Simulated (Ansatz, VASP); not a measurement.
## Two plane-wave programs on Ag

```
Ag
1.0
     3.18798    1.84058    2.80457
    -3.18798    1.84058    2.80457
     0.00000   -3.68116    2.80457
Ag
5
Direct
  0.12500 0.12500 0.12500
  0.22430 0.57535 0.57535
  0.57535 0.57535 0.22430
  0.57535 0.22430 0.57535
  0.79167 0.79167 0.79167
```

Alike in both runs: task relaxation of cell and atoms; functional PBE; k mesh 6 × 6 × 6; occupations gaussian, width 0.1 eV; no spin polarisation.

```csv
,VASP,Ansatz
version,VASP 6.6.1,Ansatz 0.2.0
potentials or method,"VASP PAW PBE potentials, release 64 (Ag)","scalar-relativistic, plane waves, PAW"
plane-wave cutoff (eV),600,420
valence electrons in the cell,55,95
```

Ansatz gave:

| Item | Value |
| --- | --- |
| gap on the k mesh at the Fermi level, each at its own relaxed structure (eV) | none |
| relaxed volume (Å³/atom) | 22.45 |
| relaxed cell length with the largest relative difference (Å) | 4.871 |
| energy change over the relaxation (meV/atom) | -803 |

What did VASP give for the same quantities?

gap on the k mesh at the Fermi level, each at its own relaxed structure (eV): none; relaxed volume (Å³/atom): 22.50; relaxed cell length with the largest relative difference (Å): 4.878; energy change over the relaxation (meV/atom): -791.

A gap of «none» marks a metal or a gap that the smearing closes. The two sets of potentials don't hold the same shells in valence.
